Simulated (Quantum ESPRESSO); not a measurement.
## HfO2 under changes of volume

One of the cells (10.912 Å³/atom); the others are scaled copies at fixed shape and fractional positions:

```
Hf O
1.0
     3.55802    0.00000    0.00000
     0.00000    3.55802    0.00000
     0.00000    0.00000    5.17186
Hf O
2 4
Direct
  0.00000 0.00000 0.00000
  0.50000 0.50000 0.50000
  0.00000 0.50000 0.19721
  0.50000 0.00000 0.30279
  0.50000 0.00000 0.80279
  0.00000 0.50000 0.69721
```

Measurements of this composition are mostly on another form, of space group No. 14.

| Quantity | Value |
| --- | --- |
| Program | Quantum ESPRESSO 7.5 |
| Functional | LDA |
| Potentials or basis | GBRV 1.5 LDA |
| Cutoff | 612 eV |
| Density cutoff | 4898 eV |
| k mesh | 8 × 8 × 5 |
| Occupations | fermi-dirac, width 0.05 eV |
| Spin | no spin polarisation |

```tsv
volume (Å³/atom)	energy over the lowest point (meV/atom)	pressure (GPa)	gap on the mesh (eV)
10.257	14.74	11.5	4.80
10.476	?	?	?
10.694	0.00	-1.0	4.66
10.912	4.55	-6.3	4.59
11.130	15.99	-11.1	4.51
11.349	33.60	-15.4	4.44
11.567	56.76	-19.3	4.36
```

What does the run at 10.476 Å³/atom give?

Energy over the lowest point 3.09 meV/atom; pressure 4.9 GPa; gap on the mesh 4.73 eV.

Worked out: A Birch-Murnaghan fit of order 3 (a polynomial in V^(-2/3)) to the other rows has its minimum at 10.67 Å³/atom with B0 = V·E''(V) = 278 GPa and B' = 4.3 at fixed shape and positions, which overstates the stiffness. It gives 3.08 meV/atom at 10.476 Å³/atom, against the run's 3.09, and -dE/dV = 5.3 GPa, against 4.9. A straight line through the other rows of the gap, of slope -3.66 eV per unit of ln V, gives 4.73 eV, against the run's 4.73.

Energies are extrapolated to zero smearing.

Caveats: spin-orbit coupling is left out, which moves the levels of the heavy elements; an odd mesh through Γ misses points on the zone boundary, where band edges often lie.
